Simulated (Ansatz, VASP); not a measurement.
## One calculation of SiO2, two programs

```xyz
6
Lattice="4.3462 0.0000 0.0000 0.0000 4.3462 0.0000 0.0000 0.0000 2.5881" Properties=species:S:1:pos:R:3 pbc="T T T"
Si    2.1731    2.1731    1.2941
Si    0.0000    0.0000    0.0000
O     3.0181    3.0181    0.0000
O     0.8450    3.5012    1.2941
O     1.3281    1.3281    0.0000
O     3.5012    0.8450    1.2941
```

Alike in both runs: task single point; functional LDA; k mesh 6 × 6 × 10; occupations gaussian, width 0.05 eV; no spin polarisation.

|  | VASP | Ansatz |
| --- | --- | --- |
| version | VASP 6.6.1 | Ansatz 0.2.0 |
| potentials or method | VASP PAW LDA potentials, release 64 (Si, O) | scalar-relativistic, plane waves, PAW |
| plane-wave cutoff (eV) | 520 | 520 |
| valence electrons in the cell | 32 | 32 |

```csv
,VASP,Ansatz,Ansatz less VASP
gap on the k mesh at the Fermi level (eV),4.90,4.91,+0.009
least direct gap on the mesh (eV),4.90,4.91,+0.009
pressure (GPa),-13.5,-14.5,-0.94
largest component of the traceless stress (GPa),20.48,19.65,-0.827
rms of the force components (eV/Å),0.431,0.459,+0.0276
```

Atom by atom the forces differ by 0.028 eV/Å (rms over components). Ansatz warned: «pseudo_functional_mismatch».

A k mesh can miss the band edges.
